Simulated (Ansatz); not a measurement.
# Cu2O (Cuprite) under changes of volume

One of the cells (12.885 Å³/atom); the others are scaled copies at fixed shape and fractional positions:

```
Cu O
1.0
     4.26000    0.00000    0.00000
     0.00000    4.26000    0.00000
     0.00000    0.00000    4.26000
Cu O
4 2
Direct
  0.75000 0.25000 0.75000
  0.75000 0.75000 0.25000
  0.25000 0.75000 0.75000
  0.25000 0.25000 0.25000
  0.50000 0.50000 0.50000
  0.00000 0.00000 0.00000
```

- Program: Ansatz 0.2.0
- Functional: revPBE
- Potentials or basis: Ansatz PAW
- Cutoff: 420 eV (not typed: the program's choice for these potentials)
- k mesh: 6 × 6 × 6
- Occupations: fermi-dirac, width 0.05 eV
- Spin: no spin polarisation

```tsv
volume (Å³/atom)	energy over the lowest point (meV/atom)	pressure (GPa)	gap on the mesh (eV)
12.112	?	?	?
12.369	43.27	12.2	0.63
12.627	26.17	9.1	0.58
12.885	13.73	6.4	0.54
13.142	5.54	3.9	0.49
13.400	1.10	1.7	0.45
13.658	0.00	-0.3	0.42
```

Task: What does the run at 12.112 Å³/atom give?

Result: Energy over the lowest point 65.62 meV/atom; pressure 15.7 GPa; gap on the mesh 0.68 eV.

Worked out: A Birch-Murnaghan fit of order 3 (a polynomial in V^(-2/3)) to the other rows has its minimum at 13.62 Å³/atom with B0 = V·E''(V) = 101 GPa and B' = 4.8. It gives 65.54 meV/atom at 12.112 Å³/atom, against the run's 65.62, and -dE/dV = 15.6 GPa, against 15.7. A straight line through the other rows of the gap, of slope -2.15 eV per unit of ln V (its deformation potential), extrapolates to 0.67 eV, against the run's 0.68.

Energies are extrapolated to zero smearing.

Caveats: the PAW data sets come from PBE, with cores solved anew for the run's functional, which leaves a small shift of forces and pressure.

A mesh can miss the band edges.
